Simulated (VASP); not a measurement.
Input of a VASP 6.6.1 run:

File POSCAR:

```
CdS
1.0
    0.0000000000      2.9429534649      2.9429534649
    2.9429534649      0.0000000000      2.9429534649
    2.9429534649      2.9429534649      0.0000000000
Cd S
1 1
Direct
    0.0000000000      0.0000000000      0.0000000000
    0.2500000000      0.2500000000      0.2500000000
```

The input INCAR.step1:

```
SYSTEM = CdS
PREC     = Accurate       ! precision mode
ENCUT    = 520            ! plane-wave cutoff, eV
ISMEAR   = 0              ! smearing method
SIGMA    = 0.1            ! smearing width, eV
LREAL    = .FALSE.        ! projectors in reciprocal space
LASPH    = .TRUE.         ! aspherical terms in the spheres
NELM     = 100            ! most SCF steps
NBANDS   = 16             ! bands
GGA      = PE             ! functional
ALGO     = Normal         ! electronic algorithm
EDIFF    = 1E-4           ! SCF threshold, eV
LWAVE    = .TRUE.         ! write WAVECAR
LCHARG   = .FALSE.        ! write CHGCAR
```

Contents of INCAR.step2:

```
SYSTEM = CdS
PREC     = Accurate       ! precision mode
ENCUT    = 520            ! plane-wave cutoff, eV
EDIFF    = 1E-6           ! SCF threshold, eV
ISMEAR   = 0              ! smearing method
SIGMA    = 0.1            ! smearing width, eV
LREAL    = .FALSE.        ! projectors in reciprocal space
LASPH    = .TRUE.         ! aspherical terms in the spheres
NELM     = 100            ! most SCF steps
ALGO     = Normal         ! electronic algorithm
ISIF     = 2              ! what is computed and relaxed
LWAVE    = .FALSE.        ! write WAVECAR
LCHARG   = .FALSE.        ! write CHGCAR
METAGGA  = R2SCAN         ! meta-GGA
LMIXTAU  = .TRUE.       
NBANDS   = 16             ! bands
ISTART   = 1
```

File KPOINTS:

```
Automatic mesh
0
G
  6 6 6
  0 0 0
```

Potentials or basis: VASP PAW PBE potentials, release 64 (Cd, S).

The run is started by

```sh
$ cat potpaw_PBE.64/Cd/POTCAR potpaw_PBE.64/S/POTCAR > POTCAR
$ cp INCAR.step1 INCAR
$ mpirun -np 1 vasp_std > vasp.out
$ cp INCAR.step2 INCAR
$ mpirun -np 1 vasp_std > vasp.out
```

(1) What does it give for the pressure?

(2) Predict the band gap on the k mesh.

Answers

(1) 0.1 GPa.

(2) 1.53 eV, direct.

Caveat: the PAW data sets were made with another functional, which shifts forces and pressure a little.
